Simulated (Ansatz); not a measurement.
MnS (space group F-43m) relaxed with several functionals in Ansatz (plane waves to 420 eV, scalar-relativistic PAW, no spin-orbit coupling, symmetry kept). The database cell has 21.95 Å³/atom; its temperature or method isn't stated, so the comparison with it is no error of the functional. Collinear spin. The rows ended in different magnetic states, which can move the volume more than the functional does, and a row that lost its moments may have ended in a higher state.

| functional | conventional cell | V (Å³/atom) | against the database cell (%) | gap on mesh (eV) | largest moment (μB) |
| --- | --- | --- | --- | --- | --- |
| PBE | a = 5.644 Å, b = 5.644 Å, c = 5.644 Å, α = 90.00°, β = 90.00°, γ = 90.00° | 22.48 | 2.4 | 0.00 | 4.21 |
| LDA | a = 4.868 Å, b = 4.868 Å, c = 4.868 Å, α = 90.00°, β = 90.00°, γ = 90.00° | 14.42 | -34.3 | 0.00 | 0.12 |
| PBE+D3(BJ) | a = 5.517 Å, b = 5.517 Å, c = 5.517 Å, α = 90.00°, β = 90.00°, γ = 90.00° | 20.99 | -4.4 | 0.00 | 4.04 |

The cell holds one magnetic atom, so it can only be ferromagnetic; an antiferromagnetic order may lie lower.

This zinc-blende form isn't the usual stable structure of the compound.